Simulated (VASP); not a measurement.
# PtS2 (P-3m1) in VASP: further runs, part 3 of 3

VASP 6.6.1. Earlier steps stand in the parts before.

## 6. G0W0 quasiparticle levels, PBE

The input, POSCAR:

```
PtS2
1.0
    3.5432000000      0.0000000000      0.0000000000
   -1.7716000000      3.0685012107      0.0000000000
    0.0000000000      0.0000000000      5.0388000000
Pt S
1 2
Direct
    0.0000000000      0.0000000000      0.0000000000
    0.6666666667      0.3333333333      0.7730000000
    0.3333333333      0.6666666667      0.2270000000
```

The input, INCAR.step1:

```
PREC = Accurate ; ENCUT = 450
EDIFF = 1E-8 ; ISMEAR = 0
SIGMA = 0.01 ; LREAL = False
LASPH = True ; NELM = 100
ALGO = Normal ; LWAVE = True
LCHARG = False ; GGA = PE
```

The input, INCAR.step2:

```
PREC = Accurate ; ENCUT = 450
EDIFF = 1E-8 ; ISMEAR = 0
SIGMA = 0.01 ; LREAL = False
LASPH = True ; NELM = 1
ALGO = Exact ; LWAVE = True
LCHARG = False ; GGA = PE
NBANDS = 339 ; LOPTICS = True
ISTART = 1
```

The input, INCAR.step3:

```
PREC = Accurate ; ENCUT = 450
EDIFF = 1E-8 ; ISMEAR = 0
SIGMA = 0.01 ; LREAL = False
LASPH = True ; ALGO = EVGW0
LWAVE = False ; LCHARG = False
GGA = PE ; NELMGW = 1
NBANDS = 339 ; ENCUTGW = 260
NOMEGA = 48 ; PRECFOCK = Fast
ISTART = 1 ; NBANDSGW = 19
```

The input, KPOINTS:

```
regular mesh
0
Gamma
  4 4 3
```

Potentials or basis: VASP PAW PBE potentials, release 64 (Pt_GW, S_GW).

Launch:

```sh
$ cat potpaw_PBE.64/Pt_GW/POTCAR potpaw_PBE.64/S_GW/POTCAR > POTCAR
$ cp INCAR.step1 INCAR
$ mpirun -np 1 vasp_std > vasp.out
$ cp INCAR.step2 INCAR
$ mpirun -np 1 vasp_std > vasp.out
$ cp INCAR.step3 INCAR
$ mpirun -np 1 vasp_std > vasp.out
```

OUTCAR:

```text
PREC = Accurate
   ENCUT = 450
   EDIFF = 1E-8
   ISMEAR = 0
   LREAL = False
   LASPH = True
   GGA = PE
   NELMGW = 1
   ENCUTGW = 260
   PRECFOCK = Fast
   ISTART = 1

 Found      9 irreducible k-points:

 Following reciprocal coordinates:
            Coordinates               Weight
  0.000000  0.000000  0.000000      1.000000
  0.250000 -0.000000  0.000000      6.000000
  0.500000 -0.000000  0.000000      3.000000
  0.250000  0.250000  0.000000      6.000000
  0.000000  0.000000  0.333333      2.000000
  0.250000 -0.000000  0.333333      6.000000
   k-points           NKPTS =      9   k-points in BZ     NKDIM =     48   number of bands    NBANDS=    339
[... 56 lines left out ...]
   LRPAFORCE           =     F    calculate RPA forces
   ENCUTGW             = 260.0    cutoff for response function in eV
   ENCUTGWSOFT         = 208.0    soft cutoff for Coulomb kernel in GW response function in eV
   ENCUTLF             =  -1.0    cutoff for local field effects
   NELMGW              =     1    number of iterations in solving QP/BSE equation
   NELMHF              =     1    number of iterations in the inner HF iteration
   NKREDLFX            =     1    NKREDLFY  =   1   NKREDLFZ  =   1
 non-spin polarized calculation
 Gauss-broadening in eV      SIGMA  =   0.01
  energy-cutoff  :      450.00
  volume of cell :       54.78
 maximum number of plane-waves:      1194
 NGX is ok and might be reduce to    28
  NGX = 14; NGY = 14; NGZ = 20
   NGX = 13   NGY = 13   NGZ = 17
 maximum number of plane-waves:       535

 QP shifts <psi_nk| G(iteration)W_0 |psi_nk>: iteration 1
 for sc-GW calculations column KS-energies equals QP-energies in previous step
 and V_xc(KS)=  KS-energies - (<T + V_ion + V_H > + <T+V_H+V_ion>^1  + <V_x>^1)

 k-point   1 :       0.0000    0.0000    0.0000
  band No.  KS-energies  QP-energies   sigma(KS)   V_xc(KS)     V^pw_x(r,r')   Z            occupation Imag(sigma)

      1      -8.8608      -9.1501     -13.6118     -13.1652     -21.4997       0.6478       2.0000       1.3398
      2      -5.6157      -6.1424     -14.8014     -14.0162     -21.2094       0.6709       2.0000       0.8291
      3      -0.3303      -0.9554     -14.0356     -13.1473     -18.0226       0.7038       2.0000       0.3932
      4      -0.3303      -0.9554     -14.0356     -13.1473     -18.0226       0.7038       2.0000       0.3932
      5      -0.1978      -0.8949     -12.9835     -11.9973     -17.6940       0.7068       2.0000       0.6269
      6       2.7291       1.9671     -14.0055     -12.9263     -18.0237       0.7060       2.0000       0.1924
[... 114 lines left out ...]
      6       1.8422       1.1357     -13.7822     -12.7912     -17.4978       0.7130       2.0000       0.2548
[... 11 lines left out ...]
     18      16.4495      16.4478     -10.4830     -10.4809      -4.7108       0.7605       0.0000      -0.3609
     19      17.2351      17.3226     -11.0621     -11.1768      -4.9581       0.7632       0.0000      -0.4327

 [... further k-points ...]
```

Wall time 10 min (1 thread of Intel Xeon Platinum 8559C (Emerald Rapids), shared host); peak memory 0.95 GiB.

These settings aren't checked as converged: the numbers below hold their error.

Results:

```
Band gap on the k mesh, mean-field level : 1.01 eV, indirect (least direct gap 1.18 eV)
Quasiparticle gap                        : 1.42 eV
Least direct quasiparticle gap           : 1.67 eV
```

Caveat: the k mesh is coarse (spacing up to 0.51 Å⁻¹), so the values aren't converged; bands, screening cutoff and mesh are small and nothing is extrapolated, so the quasiparticle values aren't converged; spin-orbit coupling is left out, which moves the levels of the heavy elements; an odd mesh through Γ misses points on the zone boundary, where band edges often lie.

## 7. The runs side by side

```csv
task,level,potentials or basis,spin,cell,k mesh,cutoff (eV),smearing,grid for exact exchange (PRECFOCK),exchange at q = 0,gap on the mesh (eV)
band structure,LDA,"VASP PAW LDA potentials, release 64 (Pt, S)","SOC, no magnetisation",as given,7 × 7 × 4,520,fermi-dirac 0.05 eV,-,-,-
band structure,PBEsol,"VASP PAW PBE potentials, release 64 (Pt, S)",off,as given,9 × 9 × 5,520,fermi-dirac 0.05 eV,-,-,0.96
dielectric tensor,AM05,"VASP PAW PBE potentials, release 64 (Pt, S)",off,as given,9 × 9 × 5,520,fermi-dirac 0.1 eV,-,-,1.00
band structure,PBEsol0,"VASP PAW PBE potentials, release 64 (Pt_GW, S_GW)",off,"atoms moved at random, drawn with an rms of 0.15 Å",5 × 5 × 3,550,fermi-dirac 0.05 eV,Fast,default,-
```

Caveats: spin-orbit coupling is left out, which moves the levels of the heavy elements (some runs); an odd mesh through Γ misses points on the zone boundary, where band edges often lie (some runs); an unscreened hybrid on a path of extra k points without a Coulomb cutoff has errors near the mesh points, so the bands along the path aren't reliable (some runs).

Absolute energies hang on the potentials; compare differences alone.
